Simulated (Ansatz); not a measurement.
Geometry optimisation, DFT PBEsol, scalar-relativistic, plane waves, PAW in Ansatz 0.2.0.

Input:

```yaml
crystal:
  lattice:
    - [9.864, 0.0, 0.0]
    - [-4.932, 8.542475, 0.0]
    - [0.0, 0.0, 11.0]
  atoms:
    - { symbol: C, position: [0.0, 0.0, 0.09090909] }
    - { symbol: C, position: [0.16666666, 0.08333333, 0.09090909] }
    - { symbol: C, position: [-1.0e-08, 0.24999999, 0.09090909] }
    - { symbol: C, position: [0.16666666, 0.33333332, 0.09090909] }
    - { symbol: C, position: [-1.0e-08, 0.49999998, 0.09090909] }
    - { symbol: C, position: [0.16666665, 0.5833333, 0.09090909] }
    - { symbol: C, position: [-2.0e-08, 0.74999996, 0.09090909] }
    - { symbol: C, position: [0.16666665, 0.83333329, 0.09090909] }
    - { symbol: C, position: [0.25, 0.0, 0.09090909] }
    - { symbol: C, position: [0.41666666, 0.08333333, 0.09090909] }
    - { symbol: C, position: [0.24999999, 0.24999999, 0.09090909] }
    - { symbol: C, position: [0.41666666, 0.33333332, 0.09090909] }
    - { symbol: C, position: [0.24999999, 0.49999998, 0.09090909] }
    - { symbol: C, position: [0.41666665, 0.5833333, 0.09090909] }
    - { symbol: C, position: [0.24999998, 0.74999996, 0.09090909] }
    - { symbol: C, position: [0.41666665, 0.83333329, 0.09090909] }
    - { symbol: C, position: [0.5, 0.0, 0.09090909] }
    - { symbol: C, position: [0.66666666, 0.08333333, 0.09090909] }
    - { symbol: C, position: [0.49999999, 0.24999999, 0.09090909] }
    - { symbol: C, position: [0.66666666, 0.33333332, 0.09090909] }
    - { symbol: C, position: [0.49999999, 0.49999998, 0.09090909] }
    - { symbol: C, position: [0.66666665, 0.5833333, 0.09090909] }
    - { symbol: C, position: [0.49999998, 0.74999996, 0.09090909] }
    - { symbol: C, position: [0.66666665, 0.83333329, 0.09090909] }
    - { symbol: C, position: [0.75, 0.0, 0.09090909] }
    - { symbol: C, position: [0.91666666, 0.08333333, 0.09090909] }
    - { symbol: C, position: [0.74999999, 0.24999999, 0.09090909] }
    - { symbol: C, position: [0.91666666, 0.33333332, 0.09090909] }
    - { symbol: C, position: [0.74999999, 0.49999998, 0.09090909] }
    - { symbol: C, position: [0.91666665, 0.5833333, 0.09090909] }
    - { symbol: C, position: [0.74999998, 0.74999996, 0.09090909] }
    - { symbol: C, position: [0.91666665, 0.83333329, 0.09090909] }
    - { symbol: C, position: [0.08333333, 0.29166665, 0.21545455], spin: 1.0 }
    - { symbol: H, position: [0.27777777, 0.22222221, 0.18] }
magnetization:
  spin_polarized: true
basis:
  ecutwfc: 420.0
kpoints:
  mp_grid: { grid: [2, 2, 1] }
hamiltonian:
  xc: pbesol
scf:
  occupations: { method: gaussian, width: 0.05 }
  lower_state_search: "off"
relax:
  f_tol: 0.03
  max_steps: 60
  adjacent_minimum: "off"
output:
  write_density: true
  write_potential: true
  elf: true
  volumetric_format: npy
```

Launched with:

```bash
$ ansatz run input.yaml --threads 4 --pin off --max-ram 10240MiB --backend cpu --events-out ev --progress --plain --runs-dir out
```

Problem. Where does it end, and by what steps?

Solution. The forces met the threshold. Limits of this set-up: coarse k mesh, slab without dipole correction. After 7 steps the energy has fallen by 1.912 eV; H34 moved furthest, 0.65 Å.

```json
{"step": "0", "energy less start (eV)": "0.0000", "largest force component (eV/Å)": "3.217", "accepted": "yes"}
{"step": "1", "energy less start (eV)": "-0.9517", "largest force component (eV/Å)": "1.510", "accepted": "yes"}
{"step": "2", "energy less start (eV)": "-1.6121", "largest force component (eV/Å)": "0.991", "accepted": "yes"}
{"step": "3", "energy less start (eV)": "-1.8315", "largest force component (eV/Å)": "0.452", "accepted": "yes"}
{"step": "4", "energy less start (eV)": "-1.8925", "largest force component (eV/Å)": "0.558", "accepted": "yes"}
{"step": "5", "energy less start (eV)": "-1.9096", "largest force component (eV/Å)": "0.097", "accepted": "yes"}
{"step": "6", "energy less start (eV)": "-1.9111", "largest force component (eV/Å)": "0.049", "accepted": "yes"}
{"step": "7", "energy less start (eV)": "-1.9116", "largest force component (eV/Å)": "0.024", "accepted": "yes"}
```

```xyz
34
Lattice="9.8640 0.0000 0.0000 -4.9320 8.5425 0.0000 0.0000 0.0000 11.0000" Properties=species:S:1:pos:R:3
C 0.021 -0.013 0.986
C 1.247 0.675 1.068
C -1.272 2.105 1.181
C -0.005 2.889 1.478
C -2.460 4.271 0.946
C -1.213 4.990 0.963
C -3.685 6.401 0.870
C -2.457 7.112 0.876
C 2.468 -0.007 0.952
C 3.714 0.714 0.956
C 1.302 2.105 1.518
C 2.507 2.865 1.063
C 0.011 4.302 1.072
C 1.231 4.984 0.968
C -1.217 6.407 0.883
C 0.013 7.117 0.886
C 4.940 0.007 0.903
C 6.174 0.713 0.894
C 3.714 2.142 0.948
C 4.943 2.850 0.863
C 2.485 4.258 0.962
C 3.715 4.975 0.869
C 1.237 6.404 0.885
C 2.480 7.109 0.872
C 7.412 -0.015 0.903
C 8.637 0.683 1.006
C 6.170 2.136 0.873
C 7.390 2.854 0.950
C 4.944 4.267 0.860
C 6.182 4.975 0.875
C 3.712 6.400 0.864
C 4.946 7.106 0.883
C -0.845 2.540 2.663
H 1.500 1.970 2.615
```

The run took 76 s on 4 threads of Intel(R) Xeon(R) 6975P-C (Granite Rapids) (shared host), peak memory 2.4 GiB.
